# Sliding MoSi₂ on its basal plane: seven questions

A block of MoSi₂ is cut parallel to (001), and one half is slid over the other along [1-10] as a rigid body. No atom may move aside and the layers may not part. The slip is the fraction of a full lattice step, so at slip 1 the crystal would be perfect again.

MoSi2, 12 atoms in the cell, space group I4/mmm (139), conventional a = 3.190, c = 7.821 Å, 13.27 Å³ an atom. Rigid slide of a crystal across a plane by tilting cell vector c, one fault a cell, unrelaxed. Ansatz 0.2.0, plane-wave PAW, scalar-relativistic; functional PBEsol; no spin polarisation; cutoff 420 eV; k mesh 15×15×3; Gaussian smearing of 0.15 eV; k points shifted by (0, 0, 0) mesh steps; slip vector (1, -1) multiples of cell vectors a and b.

| slip (fraction of the slip vector) | fault energy (mJ/m²) | shear traction (GPa (slope of the fault energy along the slip)) |
| --- | --- | --- |
| 0 | 0 | 0.0 |
| 0.0833 | 640 | 36.2 |
| 0.1667 | 3020 | 95.5 |
| 0.25 | 8170 | 182.7 |
| 0.3333 | 17410 | 304.5 |

## 1. How do the two result columns belong together?

The fault energy is the cost of the slide per area of the cut. The shear traction is the slope of that energy along the slide, that is, the force per area needed to hold the upper half in place. Between the last two rows the energy climbs with a mean slope of 246 GPa, which lies between the tractions of 182.7 and 304.5 GPa at the two ends. The columns are therefore one curve seen in two ways.

## 2. Why does the energy rise so steeply?

The cut runs between two layers of silicon only 1.33 Å apart. At the start each Si atom sits over a hollow between four Si atoms of the facing layer, 2.62 Å from each. The slide along [1-10] carries it out of the hollow, straight towards one of the four. Since the layer spacing is held fixed, the atom cannot climb over its neighbour, and in the last row the two are only 1.53 Å apart.

The computed forces support this picture. If two atoms simply push each other apart, the force on each lies along the line between them. In the last two rows the force on the facing Si atoms follows that line to within a few per cent. What the scan mainly measures there is silicon being pressed into silicon.

## 3. Would a simple sine curve do?

The Frenkel model of slip takes the fault energy as a height times sin²(π × slip). It suits planes that glide over each other with a gentle, wavy resistance. Here the first displaced row calls for a height of about 9 600 mJ/m², the last row for about 23 200. No single sine can serve both.

The reason is the shape of the repulsion between atoms. It grows roughly exponentially as the electron clouds overlap, so each further step towards the neighbour costs much more than the one before. A sine, in contrast, has its steepest point at slip 0.25 and flattens beyond it. The computed traction is still growing at 0.3333.

## 4. Can a simple repulsion reproduce the curve?

Give every Si–Si contact across the cut an energy B·exp(−d/s), where d is the distance, B a strength and s a decay length. Add the four contacts of one Si atom and subtract their value at the start. By symmetry the four sideways pushes cancel at zero slip, so the curve begins flat, as it must. B and s were fitted to the fault energies of all rows.

Slip 0.25, one of the fitted rows, shows how it works:

- The full step is √2 × 3.19 Å ≈ 4.51 Å, so the atom starts 2.26 Å to the side of its neighbour and has moved 1.13 Å towards it.
- The distance is now √(1.33² + 1.13²) ≈ 1.74 Å.
- With s = 0.3375 Å and B = 1.854 × 10⁶ mJ/m², this contact costs B·exp(−1.744/0.3375) ≈ 10 600 mJ/m².
- The two contacts at the flanks, now 2.85 Å long, add about 800, and the receding one about 40.
- The four contacts at the start, each 2.62 Å long, take off about 3 200.

The sum is about 8 200 mJ/m², close to the computed 8170. The closest contact outweighs all the other terms together, which is why one distance almost tells the story.

The formula meets the energies of all displaced rows to within 5 %, and its slope follows their tractions to within 7 %. The tractions did not enter the fit, but they belong to the same energy curve and are thus only a partly independent test. The output of this analysis follows the text.

## 5. Does silicon carry the whole load?

At large slip it nearly does, at small slip it does not. In the first displaced row the sideways force on the facing Si atoms, divided by the area, amounts to about two thirds of the traction. About one third appears on the molybdenum atoms next to the cut.

The structure suggests why. Each Si layer at the cut also has Mo–Si contacts reaching across the plane, and the slide stretches and tilts them. Such a contact acts on its silicon end too, so the two thirds found on silicon need not all come from Si–Si repulsion. Their resistance would show while the Si atoms are still fairly far apart. In the last two rows the sideways force on molybdenum is small and has even changed sign, while the Si–Si repulsion has grown to carry the load.

The formula of question 4 leaves these contacts out and still fits the first displaced row well. Its two constants have evidently absorbed part of their effect. They describe this curve and are not properties of a Si–Si bond. A good fit to the total energy did not reveal which atoms resist; the forces did.

## 6. Is 304.5 GPa the ideal shear strength?

No. An ideal strength is the highest traction along a path, and here the traction is still rising when the scan stops. Symmetry makes the energies at slip x and 1 − x equal, so a smooth energy curve must be level at one half. The traction has to turn over somewhere between 0.3333 and 0.5, where there are no rows. For the same reason the last fault energy is neither the top of a barrier nor a stable fault.

The rigid slide also overstates the energy cost. At slip 0.3333 the facing Si atoms are pushed apart more strongly along the normal than sideways. Moving the two halves apart by about 1.2 Å would restore the starting Si–Si distance across the cut. A real crystal would probably open less than that, because opening strains other bonds, but any relaxation at fixed slip can only lower the energy. The fault energies are thus upper bounds to the relaxed ones within the same method.

## 7. Which digits can be trusted?

The smearing of the electron levels matters little: at slip 0.25 the correction for it is about 12 mJ/m² on 8170. This does not make the third digit physical. Convergence with the cutoff and the k mesh was not tested here, and the PBEsol functional ran on PAW datasets made for PBE. The PAW method treats each atom with a sphere around its nucleus, and it is reliable only while these spheres overlap little. At the short distances of the last two rows they probably overlap substantially, so those values are doubtful in detail, by an amount that was not tested.

The steep rise is safer than any single value, since it already appears between the first two displaced rows. There the slip doubles and the energy grows by a factor of 4.7, where a parabola would give 4. Even so, these rows describe a forced, rigid slide, and their precision should not be carried over to a fault in a real crystal, where the atoms can move aside.

One check should come before any strength is read off such a curve: work out how close the atoms come. The layer spacing and the sideways offset are enough. An atom that passes directly over another at fixed spacing comes as near as the spacing itself, here 1.33 Å halfway along [1-10]. A slide along [100] would instead take it between two atoms, never closer than 2.08 Å to either. That path should cost less, but how much less, and what remains once the layers may open, is the calculation still to be done.

Numerical output:

```
fit of fault_energy on 5 rows: coefficient of exp(-d1/s) + exp(-d3/s) + 2*exp(-d2/s) - 4*exp(-d0/s) 1853612 +/- 6252, s 0.3375; rms 50.9, worst 0.1667 -78.1, leave-one-out rms 344
Distances and models:
     row  closest Si-Si across the cut (Å)  pair model energy (mJ/m²)  pair model traction (GPa)  sine set by row 0.0833 (mJ/m²)
     0.0                             2.618                          0                          0                               0
  0.0833                             2.303                      611.7                      34.79                             640
  0.1667                             2.007                       2942                      95.09                            2391
    0.25                             1.744                       8245                      192.4                            4781
  0.3333                             1.528                      17389                      285.1                            7170
Forces beside the cut:
     row  facing Si sideways (eV/Å)  facing Si normal (eV/Å)  normal part if along the Si-Si line (eV/Å)  Mo sideways (eV/Å)
     0.0                          0                   0.0078                                           0                   0
  0.0833                      1.552                   0.6885                                       1.097              0.7922
  0.1667                      4.985                    3.984                                       4.408               1.121
    0.25                      11.81                    13.63                                       13.92              -0.208
  0.3333                      19.92                    34.49                                       35.21             -0.6156
Energy ratio, slip 0.1667 to 0.0833 (a parabola gives 4): 4.719
Energy ratio, slip 0.3333 to 0.1667 (a parabola gives 4): 5.765
Height of the sine implied by row 0.0833, mJ/m²: 9562
Height of the sine implied by row 0.3333, mJ/m²: 23216
Mean slope of the energy between 0.25 and 0.3333, GPa: 245.9
Sideways force on facing Si per area over traction at 0.0833, %: 67.48
Sideways force on Mo per area over traction at 0.0833, %: 34.46
Sideways force on facing Si per area over traction at 0.3333, %: 103
Pair model energy less computed at 0.0833, %: -4.417
Pair model traction less computed at 0.3333, %: -6.368
Closest Si-Si across the cut halfway along a [100] slide, Å: 2.077
Opening at 0.3333 that restores the starting Si-Si distance across the cut, Å: 1.178
Zero-smearing less free energy at 0.25, mJ/m²: 11.68
```
